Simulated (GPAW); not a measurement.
Input of a GPAW 26.7.0 run:

run.py

```python
from ase import Atoms
from ase.filters import FrechetCellFilter
from ase.io import write
from ase.optimize import BFGS
from gpaw import GPAW, PW, setup_paths

setup_paths.insert(0, '.')

atoms = Atoms(['Ti', 'Si'],
              cell=[[1.816178, -2.117624, 0.0],
                    [1.816178, 2.117624, 0.0],
                    [0.0, 0.0, 3.803934]],
              scaled_positions=[[0.5, 0.5, 0.0],
                                [0.0, 0.0, 0.5]],
              pbc=True)

calc = GPAW(mode=PW(600),
            xc='GGA_X_B88+GGA_C_P86',
            kpts={'size': (7, 7, 5), 'gamma': True},
            occupations={'name': 'fermi-dirac', 'width': 0.05},
            nbands=18,
            convergence={'density': 1e-06, 'energy': 1e-06, 'eigenstates': 1e-10},
            maxiter=150,
            txt='gpaw.txt')
atoms.calc = calc
opt = BFGS(FrechetCellFilter(atoms), trajectory='relax.traj', logfile='-')
done = opt.run(fmax=0.02, steps=40)
calc.write('gs.gpw')
write('result.traj', atoms)
print('Converged:', done)
print('Cell:', atoms.cell.cellpar().round(4))
print('Volume:', round(atoms.get_volume(), 4))
print(atoms.get_scaled_positions().round(5))
```

Potentials or basis: PAW data sets generated in the run's folder for this functional, pw.

The run is started by

```bash
$ gpaw-setup -f GGA_X_B88+GGA_C_P86 Si Ti
$ OMP_NUM_THREADS=1 python run.py
```

Estimate the relaxed cell.

a = 2.785 Å, b = 2.785 Å, c = 3.820 Å, α = 90.00°, β = 90.00°, γ = 97.59°.

What does it give for the relaxed volume?

14.69 Å³/atom.

Step by step:
| step | energy change (eV) | largest force (eV/Å) | pressure (GPa) | volume (Å³) |
| --- | --- | --- | --- | --- |
| 1 | 0.0000 | 0.0000 | 0.79 | 29.26 |
| 2 | -0.0008 | 0.0000 | 0.54 | 29.30 |
| 3 | -0.0031 | 0.0000 | -0.50 | 29.50 |
| 4 | -0.0033 | 0.0000 | -0.52 | 29.50 |
| 5 | -0.0034 | 0.0000 | -0.25 | 29.42 |
| 6 | -0.0033 | 0.0000 | -0.06 | 29.38 |

Caveat: later steps reuse the first step's grids.
